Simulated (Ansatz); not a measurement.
# Al: band structure with HSEsol

The system is Al.

```
Al
1.0
     0.00000    2.02481    2.02481
     2.02481    0.00000    2.02481
     2.02481    2.02481    0.00000
Al
1
Cartesian
  0.0000 0.0000 0.0000
```

| Item | Value |
| --- | --- |
| Program | Ansatz 0.2.0 |
| Task | band structure |
| Functional | HSEsol |
| Potentials or basis | Ansatz PAW |
| Cutoff | 420 eV (not typed: the program's choice for these potentials) |
| k mesh | 6 × 6 × 6 |
| Occupations | fermi-dirac, width 0.05 eV |
| Spin | no spin polarisation |
| Path | [["G", "X", "W", "K", "G", "L", "U", "W", "L", "K"], ["U", "X"]] |
| Points for each segment of the path | 4 |

* Pressure: -2.1 GPa
* Band gap on the k mesh: none (metal or under the smearing width)

Levels at the corners of the path, in eV from the Fermi level:
```tsv
point	band 1	band 2	band 3	band 4	band 5
Γ	-13.08	12.98	12.98	12.98	14.67
X	-3.82	-2.21	5.32	5.77	5.77
W	-1.42	-1.42	-0.24	0.85	16.29
K	-2.63	-1.97	-0.85	6.79	8.43
Γ	-13.08	12.98	12.98	12.98	14.67
L	-5.71	-5.45	11.79	11.79	11.89
U	-2.63	-1.97	-0.85	6.79	8.43
W	-1.42	-1.42	-0.24	0.85	16.29
L	-5.71	-5.45	11.79	11.79	11.89
K	-2.63	-1.97	-0.85	6.79	8.43
U	-2.63	-1.97	-0.85	6.79	8.43
X	-3.82	-2.21	5.32	5.77	5.77
```

It took 23 s on 2 threads of Arm Neoverse V2, on a shared host, peak memory 0.4 GiB.

Caveat: the k mesh is coarse (spacing up to 0.45 Å⁻¹), so the values aren't converged, least of all with exact exchange; the PAW data sets come from PBE, with cores solved anew for the run's functional, which leaves a small shift of forces and pressure; the thresholds are loose for stress.
